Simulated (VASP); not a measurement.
Wanted: the native input for a VASP 6.6.1 run.

```yaml
Task: single point
Functional: PBE
Potentials_or_basis: VASP PAW PBE potentials, release 64 (Li_sv)
Cutoff: 520 eV
k_mesh: 8 × 8 × 1
Occupations: gaussian, width 0.1 eV
Spin: no spin polarisation
Dipole_correction: yes
Further_INCAR_settings: ALGO = Normal; EDIFF = 1e-06; NBANDS = 8
```

The structure of Li lies in POSCAR:

```
Li
1.0
    2.8736310401      0.0000000000      0.0000000000
    0.0000000000      2.8736310401      0.0000000000
    0.0000000000      0.0000000000     23.8000000000
Li
1
Direct
    0.0000000000      0.0000000000      0.2941176471
```

The cell was built by a generator and needn't be a form met in nature.

The input as run:

INCAR

```
  ALGO = Normal
  DIPOL = 0.5 0.5 0.294
  EDIFF = 1E-6
  ENCUT = 520
  GGA = PE
  IDIPOL = 3
  ISIF = 2
  ISMEAR = 0
  LASPH = True
  LCHARG = False
  LDIPOL = True
  LREAL = False
  LWAVE = False
  NBANDS = 8
  NELM = 100
  PREC = Accurate
  SIGMA = 0.1
```

KPOINTS

```
k-points
0
Gamma
  8 8 1
```

Potentials or basis: VASP PAW PBE potentials, release 64 (Li_sv).

The run is started by

```console
$ cat potpaw_PBE.64/Li_sv/POTCAR > POTCAR
$ mpirun -np 1 vasp_std > vasp.out
```

It gave:

- Band gap on the k mesh: none (metal or under the smearing width)

Wall time 39 s on 1 thread of Intel(R) Xeon(R) Platinum 8259CL CPU @ 2.50GHz (Skylake/Cascade Lake) (shared host), peak memory 0.29 GiB.
